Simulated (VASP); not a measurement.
# SnSe2 (P-3m1) in VASP: further runs

Aim: see how the results for SnSe2 move with the level of theory and the settings. Levels: rev-vdW-DF2, LDA. Tasks: relaxation of cell and atoms.

Everything below comes from runs of VASP 6.6.1. Logs are shortened: lines on timing, memory, paths and dates and some standing lists are left out, and cuts for length are marked.

**1. Starting point**

The structure is trigonal, space group P-3m1 (No. 164). The conventional cell has a = 3.866 Å, b = 3.866 Å, c = 6.091 Å, α = 90.00°, β = 90.00°, γ = 120.00°. Sn (site symmetry -3m) is surrounded by 6 Se at 2.75 Å. Around Se (site symmetry 3m) lie 3 Sn at 2.75 Å.

**2. Relaxation of cell and atoms, rev-vdW-DF2**

INCAR reads:

```
SYSTEM = SnSe2
PREC = Accurate
ENCUT = 600
EDIFF = 1E-7
ISMEAR = 0
SIGMA = 0.03
LREAL = .False.
LASPH = .True.
NELM = 80
ALGO = Normal
ISIF = 3
LWAVE = .False.
LCHARG = .False.
GGA = MK
LUSE_VDW = .True.
AGGAC = 0.0
PARAM1 = 0.1234
PARAM2 = 0.711357
ZAB_VDW = -1.8867
IBRION = 2
NSW = 90
EDIFFG = -0.005
KPAR = 2
```

KPOINTS reads:

```
regular mesh
0
Gamma
  9 9 5
  0 0 0
```

POSCAR reads:

```
SnSe2                                   
1.0
    3.8658270499     -0.0000000000     -0.0000000000
   -1.9329135249      3.3479044318      0.0000000000
   -0.0000000000      0.0000000000      6.0914965071
  Sn              Se            
     1     2
Direct
     0.0000000000000000    0.0000000000000000    0.0000000000000000
     0.3333333332999970    0.6666666667000030    0.2627905624421732
     0.6666666667000030    0.3333333332999970    0.7372094375578268
```

Potentials or basis: VASP PAW PBE potentials, release 64 (Sn_d, Se).

The run is started by

```sh
$ cat potpaw_PBE.64/Sn_d/POTCAR potpaw_PBE.64/Se/POTCAR > POTCAR
$ mpirun -np 2 vasp_std > vasp.out
```

OUTCAR:

```text
SYSTEM = SnSe2
   PREC = Accurate
   ENCUT = 600
   EDIFF = 1E-7
   ISMEAR = 0
   LREAL = .False.
   LASPH = .True.
   NELM = 80
   ISIF = 3
   GGA = MK
   IBRION = 2
   NSW = 90
   EDIFFG = -0.005

 ion  position               nearest neighbor table
   1  0.000  0.000  0.000-   2 2.75   3 2.75   2 2.75   3 2.75   3 2.75   2 2.75
   2  0.333  0.667  0.263-   1 2.75   1 2.75   1 2.75
   3  0.667  0.333  0.737-   1 2.75   1 2.75   1 2.75

  LATTYP: Found a hexagonal cell.
 ALAT       =     3.8658270499
 C/A-ratio  =     1.5757291851

  Lattice vectors:

 A1 = (   3.8658270499,   0.0000000000,   0.0000000000)
 A2 = (  -1.9329135249,   3.3479044318,   0.0000000000)
 A3 = (   0.0000000000,   0.0000000000,   6.0914965071)

Analysis of symmetry for initial positions (statically):
=====================================================================
 Subroutine PRICEL returns:
 Original cell was already a primitive cell.

 Routine SETGRP: Setting up the symmetry group for a
 hexagonal supercell.

 Subroutine GETGRP returns: Found 12 space group operations
 (whereof 12 operations were pure point group operations)
 out of a pool of 24 trial point group operations.

The static configuration has the point symmetry D_3d.

Analysis of symmetry for dynamics (positions and initial velocities):
=====================================================================
 Subroutine PRICEL returns:
 Original cell was already a primitive cell.

 Routine SETGRP: Setting up the symmetry group for a
 hexagonal supercell.

 Subroutine GETGRP returns: Found 12 space group operations
 (whereof 12 operations were pure point group operations)
 out of a pool of 24 trial point group operations.

The dynamic configuration has the point symmetry D_3d.

 Subroutine INISYM returns: Found 12 space group operations
 (whereof 12 operations are pure point group operations),
 and found     1 'primitive' translations

----------------------------------------------------------------------------------------

                                     Primitive cell

  volume of cell :      78.8387

  direct lattice vectors                    reciprocal lattice vectors
     3.865827050  0.000000000  0.000000000     0.258676859  0.149347154  0.000000000
    -1.932913525  3.347904432  0.000000000     0.000000000  0.298694309  0.000000000
     0.000000000  0.000000000  6.091496507     0.000000000  0.000000000  0.164163272

  length of vectors
     3.865827050  3.865827050  6.091496507     0.298694309  0.298694309  0.164163272

  position of ions in fractional coordinates (direct lattice)
     0.000000000  0.000000000  0.000000000
     0.333333333  0.666666667  0.262790562
     0.666666667  0.333333333  0.737209438

  ion indices of the primitive-cell ions
   primitive index   ion index
                 1           1
                 2           2
                 3           3

----------------------------------------------------------------------------------------

 KPOINTS: regular mesh

Automatic generation of k-mesh.
 Grid dimensions read from file:
 generate k-points for:    9    9    5

 Generating k-lattice:

  Cartesian coordinates                     Fractional coordinates (reciprocal lattice)
     0.028741873  0.016594128  0.000000000     0.111111111  0.000000000  0.000000000
     0.000000000  0.033188257  0.000000000     0.000000000  0.111111111  0.000000000
     0.000000000  0.000000000  0.032832654     0.000000000  0.000000000  0.200000000

  Length of vectors
     0.033188257  0.033188257  0.032832654
[... 60 lines left out ...]
   ISIF   =      3    stress and relaxation
   ISYM   =      2    0-nonsym 1-usesym 2-fastsym
   POTIM  = 0.5000    time-step for ionic-motion
   TEBEG  =    0.0;   TEEND  =   0.0 temperature during run
   PSTRESS=    0.0 pullay stress
   NELECT =      26.0000    total number of electrons
   NUPDOWN=      -1.0000    fix difference up-down
   EMIN   =  10.00;   EMAX   =-10.00  energy-range for DOS
   EFERMI =   0.00;   METHOD = LEGACY
   ISMEAR =     0;   SIGMA  =   0.03  broadening in eV -4-tet -1-fermi 0-gaus
   EFERMI_NEDOS =   21; number of points for ismear=-14 and -15
   IALGO  =     38    algorithm
   IMIX   =      4    mixing-type and parameters
     AMIX     =   0.40;   BMIX     =  1.00
     AMIX_MAG =   1.60;   BMIX_MAG =  1.00
  volume/ion in A,a.u.               =      26.28       177.34
  Fermi-wavevector in a.u.,A,eV,Ry     =   1.131061  2.137396 17.405927  1.279300
  Thomas-Fermi vector in A             =   2.267759
   LORBIT       =      0    0 simple, 1 ext, 2 COOP (PROOUT), +10 PAW based schemes
   GGA     = MK    functional components
   LHFCALC =     F    Hartree Fock is set to
   AEXX    =    0.0000 exact exchange contribution
   IVDW_NL    =     1    kernel type
   BPARAM     = 6.3000
   IVDW    =     0    specifies the selected vdW correction
   LEPSILON=     F    determine dielectric tensor
   LRPA    =     F    only Hartree local field effects (RPA)
 conjugate gradient relaxation of ions
 non-spin polarized calculation
 Gauss-broadening in eV      SIGMA  =   0.03
  energy-cutoff  :      600.00
  volume of cell :       78.84
 maximum number of plane-waves:      2671
 NGX is ok and might be reduce to    32
   NGX = 15   NGY = 15   NGZ = 25

--------------------------------------- Ionic step        1  -------------------------------------------

 number of electron      25.9999994 magnetization

 Free energy of the ion-electron system (eV)
  ---------------------------------------------------
  ext. energy  EPLUGINS =         0.00000000
  ---------------------------------------------------
  free energy    TOTEN  =        -6.23798366 eV

  energy without entropy =       -6.23798366  energy(sigma->0) =       -6.23798366

------------------------ aborting loop because EDIFF is reached ----------------------------------------

  FORCE on cell =-STRESS in cart. coord.  units (eV):
  Direction    XX          YY          ZZ          XY          YZ          ZX
  --------------------------------------------------------------------------------------
  -------------------------------------------------------------------------------------
  Total        0.0017175      0.0017175     -0.0084638      0.0000000     -0.0000000     -0.0000000
  in kB        0.0349041      0.0349041     -0.1720031      0.0000000     -0.0000000     -0.0000000
  external PRESSURE =      -0.0340650 kB  Pullay stress =       0.0000000 kB

 VOLUME and BASIS-vectors are now :
 -----------------------------------------------------------------------------
  energy-cutoff  :      600.00
  volume of cell :       78.84
      direct lattice vectors                 reciprocal lattice vectors
     3.865827050  0.000000000  0.000000000     0.258676859  0.149347154  0.000000000
    -1.932913525  3.347904432  0.000000000     0.000000000  0.298694309  0.000000000
     0.000000000  0.000000000  6.091496507     0.000000000  0.000000000  0.164163272

 POSITION                                       TOTAL-FORCE (eV/Angst)
 -----------------------------------------------------------------------------------
      0.00000      0.00000      0.00000        -0.000000      0.000000      0.000000
     -0.00000      2.23194      1.60079         0.000000     -0.000000     -0.005182
      1.93291      1.11597      4.49071         0.000000      0.000000      0.005182
 -----------------------------------------------------------------------------------
    total drift:                                0.000000      0.000000      0.000000

  FREE ENERGIE OF THE ION-ELECTRON SYSTEM (eV)
  ---------------------------------------------------
  free  energy   TOTEN  =        -6.2379836556 eV

  energy  without entropy=       -6.2379836556  energy(sigma->0) =       -6.23798366

Total vdW correction in eV:      4.1359000

--------------------------------------- Ionic step        2  -------------------------------------------

 number of electron      25.9999994 magnetization

 Free energy of the ion-electron system (eV)
  ---------------------------------------------------
  ext. energy  EPLUGINS =         0.00000000
  ---------------------------------------------------
  free energy    TOTEN  =        -6.23798597 eV

  energy without entropy =       -6.23798597  energy(sigma->0) =       -6.23798597

 E-fermi :   4.1128     XC(G=0):  -9.5281

 val. band max:        3.9875652312   @ k =   0.1111   0.1111   0.0000
 cond. band min:       4.3849842429   @ k =   0.0000   0.4444   0.4000
 fundamental gap:      0.3974190116
 Fermi energy:         4.1127903670

 k-point     1 :       0.0000    0.0000    0.0000
  band No.  band energies     occupation
      1     -17.3154      2.00000
      2     -17.3154      2.00000
      3     -17.2807      2.00000
      4     -17.2715      2.00000
      5     -17.2715      2.00000
      6      -9.7642      2.00000
[... 457 lines left out ...]
      4     -17.2698      2.00000
      5     -17.2593      2.00000
      6      -8.9631      2.00000
[... 9 lines left out ...]
     16       8.8401      0.00000
     17      10.0855      0.00000

 [... further k-points ...]

------------------------ aborting loop because EDIFF is reached ----------------------------------------

  FORCE on cell =-STRESS in cart. coord.  units (eV):
  Direction    XX          YY          ZZ          XY          YZ          ZX
  --------------------------------------------------------------------------------------
  -------------------------------------------------------------------------------------
  Total        0.0071693      0.0071693      0.0039822      0.0000000      0.0000000      0.0000000
  in kB        0.1457071      0.1457071      0.0809333      0.0000000      0.0000000      0.0000000
  external PRESSURE =       0.1241158 kB  Pullay stress =       0.0000000 kB

 VOLUME and BASIS-vectors are now :
 -----------------------------------------------------------------------------
  energy-cutoff  :      600.00
  volume of cell :       78.83
      direct lattice vectors                 reciprocal lattice vectors
     3.865933822  0.000000000 -0.000000000     0.258669715  0.149343030  0.000000000
    -1.932966911  3.347996899  0.000000000    -0.000000000  0.298686059  0.000000000
     0.000000000 -0.000000000  6.090667422     0.000000000 -0.000000000  0.164185619

 POSITION                                       TOTAL-FORCE (eV/Angst)
 -----------------------------------------------------------------------------------
      3.86593      0.00000     -0.00000        -0.000000     -0.000000     -0.000000
     -0.00000      2.23200      1.60032        -0.000000      0.000000     -0.001491
      1.93297      1.11600      4.49035         0.000000     -0.000000      0.001491
 -----------------------------------------------------------------------------------
    total drift:                                0.000000     -0.000000     -0.000000

  FREE ENERGIE OF THE ION-ELECTRON SYSTEM (eV)
  ---------------------------------------------------
  free  energy   TOTEN  =        -6.2379859674 eV

  energy  without entropy=       -6.2379859674  energy(sigma->0) =       -6.23798597

Total vdW correction in eV:      4.1358186

 reached required accuracy - stopping structural energy minimisation
```

It took 98 s on 2 MPI ranks of AMD EPYC 9R45 (Zen 5), shared host; peak memory 0.53 GiB.

Results:

- Free energy: -6.2380 eV
- Energy gained by relaxing: 0.0 meV/atom
- Ionic steps: 2
- Pressure after relaxing: 0.0 GPa
- Band gap on the k mesh: 0.40 eV, indirect (least direct gap 0.67 eV)

Final structure:
```xyz
3
Lattice="3.8659 0.0000 0.0000 -1.9330 3.3480 0.0000 0.0000 0.0000 6.0907" Properties=species:S:1:pos:R:3 pbc="T T T"
Sn    3.8659    0.0000    0.0000
Se    0.0000    2.2320    1.6003
Se    1.9330    1.1160    4.4903
```

Levels at points of the mesh, in eV from the valence-band top:
```csv
k point,band 9,band 10,band 11,band 12,band 13,band 14,band 15,band 16,band 17
"(0.00, 0.00, 0.00)",-0.66,-0.66,-0.47,-0.47,-0.10,0.57,2.91,4.43,4.43
```

Caveat: the PAW data sets were made with another functional, which shifts forces and pressure a little; spin-orbit coupling is left out, which moves the levels of the heavy elements; an odd mesh through Γ misses points on the zone boundary, where band edges often lie.

**3. Relaxation of cell and atoms, LDA, target pressure 10 GPa, at which the enthalpy is minimised**

This run uses another cell than the first one, of 25.73 Å³/atom, 0.979 times its volume.

INCAR reads:

```
SYSTEM = SnSe2
ALGO = Normal
EDIFF = 1E-6
EDIFFG = -0.01
ENCUT = 600
IBRION = 2
ISIF = 3
ISMEAR = 0
LASPH = .True.
LCHARG = .False.
LREAL = .False.
LWAVE = .False.
NELM = 80
NSW = 90
PREC = Accurate
PSTRESS = 100.0
SIGMA = 0.03
```

KPOINTS reads:

```
k-points
0
Gamma
  9 9 5
  0 0 0
```

POSCAR reads:

```
SnSe2
1.0
    3.8110000000      0.0000000000      0.0000000000
   -1.9055000000      3.3004228138      0.0000000000
    0.0000000000      0.0000000000      6.1360000000
Sn Se
1 2
Direct
    0.0000000000      0.0000000000      0.0000000000
    0.3333333333      0.6666666667      0.2490000000
    0.6666666667      0.3333333333      0.7510000000
```

Potentials or basis: VASP PAW LDA potentials, release 64 (Sn_d, Se).

The run is started by

```sh
$ cat potpaw_LDA.64/Sn_d/POTCAR potpaw_LDA.64/Se/POTCAR > POTCAR
$ mpirun -np 1 vasp_std > vasp.out
```

Wall time 13 min (1 thread of Intel Xeon Platinum 8559C (Emerald Rapids), shared host); peak memory 0.24 GiB.

The run converged. Its results:

* Free energy: -13.5255 eV
* Relaxed volume: 20.94 Å³/atom
* Relaxed cell: a = 3.716 Å, b = 3.716 Å, c = 5.254 Å, α = 90.00°, β = 90.00°, γ = 120.00°
* Space group after relaxing (to 0.05 Å): P-3m1 (No. 164)
* Energy change on relaxing (the enthalpy is what falls): +76.8 meV/atom
* Ionic steps: 25
* Pressure after relaxing: 10.0 GPa
* Largest force after relaxing: 0.004 eV/Å
* Band gap on the k mesh: none (metal or under the smearing width)

Forces on the atoms (eV/Å):
```
Sn   0.000  0.000  0.000
Se   0.000  0.000 -0.004
Se   0.000  0.000  0.004
```

The path:
| step | energy change (eV) | largest force (eV/Å) | pressure (GPa) | volume (Å³) |
| --- | --- | --- | --- | --- |
| 1 | 0.0000 | 0.5067 | 0.99 | 77.18 |
| 2 | 0.9639 | 2.9548 | 25.62 | 62.12 |
| 3 | 0.2369 | 1.5527 | 10.64 | 69.30 |
| 4 | 0.1984 | 0.9331 | 10.25 | 67.14 |
| 5 | 0.2840 | 0.1993 | 10.42 | 64.43 |
| 6 | 0.2103 | 0.0643 | 9.40 | 64.26 |
| 7 | 0.1811 | 0.1008 | 8.92 | 63.84 |
| 8 | 0.3026 | 0.0913 | 10.44 | 62.32 |
| 9 | 0.2046 | 0.0945 | 9.33 | 63.35 |
| 10 | 0.1926 | 0.1563 | 9.23 | 63.52 |
| 11 | 0.1943 | 0.1505 | 9.26 | 63.49 |
| 12 | 0.2886 | 0.0413 | 11.64 | 61.99 |
| 13 | 0.2368 | 0.1030 | 10.36 | 62.76 |
| 14 | 0.2237 | 0.1038 | 9.53 | 62.96 |
| 15 | 0.2284 | 0.0167 | 9.88 | 62.88 |
| 16 | 0.2389 | 0.0207 | 10.17 | 62.70 |
| 17 | 0.2389 | 0.0209 | 10.17 | 62.70 |
| 18 | 0.2340 | 0.0322 | 10.02 | 62.78 |
| 19 | 0.2321 | 0.0372 | 9.93 | 62.81 |
| 20 | 0.2336 | 0.0171 | 10.06 | 62.78 |
| 21 | 0.2340 | 0.0112 | 10.07 | 62.78 |
| 22 | 0.2350 | 0.0004 | 10.13 | 62.76 |
| 23 | 0.2342 | 0.0093 | 10.07 | 62.77 |
| 24 | 0.2296 | 0.0028 | 9.93 | 62.85 |
| 25 | 0.2305 | 0.0045 | 9.99 | 62.83 |

Final structure:
```yaml
crystal:
  lattice:
    - [3.71616, 0.00000, 0.00000]
    - [-1.85808, 3.21829, 0.00000]
    - [0.00000, 0.00000, 5.25374]
  atoms:
    - { symbol: Sn, position: [0.00000, 0.00000, 0.00000] }
    - { symbol: Se, position: [0.33333, 0.66667, 0.30083] }
    - { symbol: Se, position: [0.66667, 0.33333, 0.69917] }
```

Levels at points of the mesh, in eV from the Fermi level:
```tsv
k point	band 9	band 10	band 11	band 12	band 13	band 14	band 15	band 16	band 17
(0.00, 0.00, 0.00)	-1.54	-1.54	-1.13	-1.13	-0.12	0.63	2.86	4.50	4.50
```

Caveat: the cell is relaxed towards a set pressure, so the enthalpy falls and the energy may rise; the volume moved by over 15 % at a fixed basis, so the end points are rough. LDA usually gives volumes a few per cent too small.

**4. Relaxation of cell and atoms, LDA, target pressure 10 GPa, at which the enthalpy is minimised**

This run uses another cell than the first one, of 20.94 Å³/atom, 0.797 times its volume.

Edit INCAR of step 3 so:

```diff
@@ -2,4 +2,4 @@
 ALGO = Normal
-EDIFF = 1E-6
-EDIFFG = -0.01
+EDIFF = 1E-7
+EDIFFG = -0.005
 ENCUT = 600
```

KPOINTS is that of step 3.

POSCAR reads:

```
SnSe2                                   
1.0
    3.7161595548     -0.0000000000     -0.0000000000
   -1.8580797774      3.2182885789      0.0000000000
    0.0000000000     -0.0000000000      5.2537432299
  Sn              Se            
     1     2
Direct
     0.0000000000000000    0.0000000000000000    0.0000000000000000
     0.3333333332999970    0.6666666667000030    0.3008292206940307
     0.6666666667000030    0.3333333332999970    0.6991707793059695
```

The run is started by

```sh
$ cat potpaw_LDA.64/Sn_d/POTCAR potpaw_LDA.64/Se/POTCAR > POTCAR
$ mpirun -np 1 vasp_std > vasp.out
```

Run time: 2.3 min. Hardware: 1 thread of Intel Xeon Platinum 8559C (Emerald Rapids), shared host; peak memory 0.2 GiB.

The run converged. Its results:

| Property | Result |
| --- | --- |
| Free energy | -13.5237 eV |
| Relaxed volume | 20.94 Å³/atom |
| Relaxed cell | a = 3.716 Å, b = 3.716 Å, c = 5.252 Å, α = 90.00°, β = 90.00°, γ = 120.00° |
| Space group after relaxing (to 0.05 Å) | P-3m1 (No. 164) |
| Energy change on relaxing (the enthalpy is what falls) | +0.4 meV/atom |
| Ionic steps | 3 |
| Pressure after relaxing | 10.0 GPa |
| Band gap on the k mesh | none (metal or under the smearing width) |

The path:
```
step  energy change (eV)  largest force (eV/Å)  pressure (GPa)  volume (Å³)
   1              0.0000                0.0042            9.98        62.83
   2              0.0015                0.0021           10.04        62.81
   3              0.0011                0.0005           10.02        62.82
```

Final structure:
```yaml
crystal:
  lattice:
    - [3.71620, 0.00000, 0.00000]
    - [-1.85810, 3.21832, 0.00000]
    - [0.00000, 0.00000, 5.25216]
  atoms:
    - { symbol: Sn, position: [0.00000, 0.00000, 0.00000] }
    - { symbol: Se, position: [0.33333, 0.66667, 0.30080] }
    - { symbol: Se, position: [0.66667, 0.33333, 0.69920] }
```

Levels at points of the mesh, in eV from the Fermi level:
```csv
k point,band 11,band 12,band 13,band 14,band 15,band 16
"(0.00, 0.00, 0.00)",-1.13,-1.13,-0.12,0.63,2.85,4.50
```

Caveat: the cell is relaxed towards a set pressure, so the enthalpy falls and the energy may rise.
